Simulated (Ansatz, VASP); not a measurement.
Zn: VASP beside Ansatz

INCAR

```
PREC = Accurate ; ENCUT = 520
EDIFF = 1E-7 ; ISMEAR = -1
SIGMA = 0.05 ; LREAL = False
LASPH = True ; NELM = 80
ALGO = Normal ; ISIF = 2
LWAVE = False ; LCHARG = False
GGA = PS ; NBANDS = 12
```

File KPOINTS:

```
regular mesh
0
Gamma
  12 12 12
```

Contents of POSCAR:

```
Zn
1.0
   -1.5370068493      1.5370068493      1.5370068493
    1.5370068493     -1.5370068493      1.5370068493
    1.5370068493      1.5370068493     -1.5370068493
Zn
1
Direct
    0.0000000000      0.0000000000      0.0000000000
```

File input.yaml:

```yaml
crystal:
  lattice:
    - [-1.5370068493, 1.5370068493, 1.5370068493]
    - [1.5370068493, -1.5370068493, 1.5370068493]
    - [1.5370068493, 1.5370068493, -1.5370068493]
  atoms:
    - { symbol: Zn, position: [0.0, 0.0, 0.0] }
hamiltonian:
  xc: pbesol
  pseudopotentials: { kind: paw }
kpoints:
  mp_grid: { grid: [12, 12, 12] }
scf:
  occupations: { method: fermi_dirac, width: 0.05 }
output:
  forces: true
  stress: true
  eigenvalues: true
  write_density: true
  write_potential: true
  elf: true
  volumetric_format: npy
```

Change from the starting cell: volume scaled by 0.94.

Alike in both runs: task single point; functional PBEsol; k mesh 12 × 12 × 12; occupations fermi-dirac, width 0.05 eV; no spin polarisation.

|  | VASP | Ansatz |
| --- | --- | --- |
| version | VASP 6.6.1 | Ansatz 0.2.0 |
| potentials or method | VASP PAW PBE potentials, release 64 (Zn) | Ansatz PAW |
| plane-wave cutoff (eV) | 520 | 420 |
| valence electrons in the cell | 12 | 12 |

Ansatz gave:

```
gap on the k mesh at the Fermi level (eV) : none
pressure (GPa)                            : -1.4
```

Task: What did VASP give for the same quantities?

Result: gap on the k mesh at the Fermi level (eV): none; pressure (GPa): -1.0.

A gap of «none» marks a metal or a gap that the smearing closes. The functional is the same, so the differences come from potentials, cutoffs and numerics.

Caveats: the PAW data sets were made with another functional, which shifts forces and pressure a little (VASP); the PAW data sets come from PBE, with cores solved anew for the run's functional, which leaves a small shift of forces and pressure (Ansatz).
